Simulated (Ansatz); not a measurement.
# Al: the change of phonon entropy and phonon heat capacity with temperature

All results are calculated (Ansatz 0.2.0). Harmonic vibrational free energy, entropy and heat capacity at constant volume, per atom, from the force constants of a q mesh, imaginary modes left out; plane waves with PAW datasets, Gamma-centred k mesh.

Structure of every row (space group Fm-3m, No. 225):
```
Al
1.0
      0.0000     1.9948     1.9948
      1.9948     0.0000     1.9948
      1.9948     1.9948     0.0000
Al
1
Direct
  0.00000 0.00000 0.00000
```

Settings of every row: functional PBEsol; dispersion none; spin none; wave cutoff 420 eV; k mesh 20x20x20; occupations fermi dirac; smearing width 0.15 eV; volume over rest 0.98; phonon method linear response; q mesh 2x2x2.

Limits: coarse q mesh; levels loosely converged; metal sensitive to the k mesh.

```csv
row,temperature (K),phonon entropy (kB/atom),phonon heat capacity (kB/atom),phonon free energy (meV/atom)
1,200,2.14,2.432,25.8
2,300,3.191,2.724,2.6
3,400,3.993,2.839,-28.5
4,500,?,?,?
5,600,5.164,2.927,-108.1
6,700,5.616,2.946,-154.5
7,800,6.011,2.958,-204.7
8,900,6.36,2.967,-258
9,1000,6.673,2.973,-314.2
```

Question: what phonon entropy and phonon heat capacity should row 4 give?

Worked fit of phonon entropy. Entropy rises as the heat capacity times the change of ln T, so take t = ln(T / 300 K). The shown rows have t = -0.4055, 0, 0.2877, 0.6931, 0.8473, 0.9808, 1.0986, 1.204. Least squares give phonon entropy = 3.2058 + 2.70917 × t + 0.14855 × t² kB/atom; a straight line predicts inner rows, each left out in turn, worse (root mean square 0.036 against 0.012 kB/atom). The rows lie off it by 0.008, -0.015, -0.005, 0.009, 0.008, 0.005, -0.001, -0.010 (root mean square 0.0086 kB/atom), a smooth pattern that one more power would take up: the form is only approximate. The slope at t = 0, 2.71 kB/atom, estimates the heat capacity at 300 K. The withheld row has t = 0.5108, so the fit gives 3.2058 + 2.70917 × (0.5108) + 0.14855 × (0.5108)² = 4.628 kB/atom.

The calculation gave 4.633 kB/atom. The fit lies 0.005 kB/atom (0.11 % of the column's range) below it; its largest miss of a shown row is 0.015 kB/atom.

Worked fit of phonon heat capacity. At high temperature a harmonic heat capacity falls short of its limit by a term in 1/T², so take t = (100 K / T)². The shown rows have t = 0.25, 0.11111, 0.0625, 0.02778, 0.02041, 0.01562, 0.01235, 0.01. Least squares give phonon heat capacity = 2.9993 − 2.6508 × t + 1.527 × t² kB/atom; a straight line predicts inner rows, each left out in turn, worse (root mean square 0.009 against 0.00062 kB/atom). The rows lie off it by 0.000, 0.000, -0.001, 0.000, 0.000, 0.000, 0.000, 0.000. The constant, 2.9993 kB/atom, is to be held against the harmonic limit of 3 k_B an atom. The withheld row has t = 0.04, so the fit gives 2.9993 − 2.6508 × (0.04) + 1.527 × (0.04)² = 2.896 kB/atom.

The calculation gave 2.895 kB/atom. The fit lies 0.001 kB/atom (0.18 % of the column's range) above it, one unit of the last digit.

The other values of row 4: phonon free energy -65.8 meV/atom.
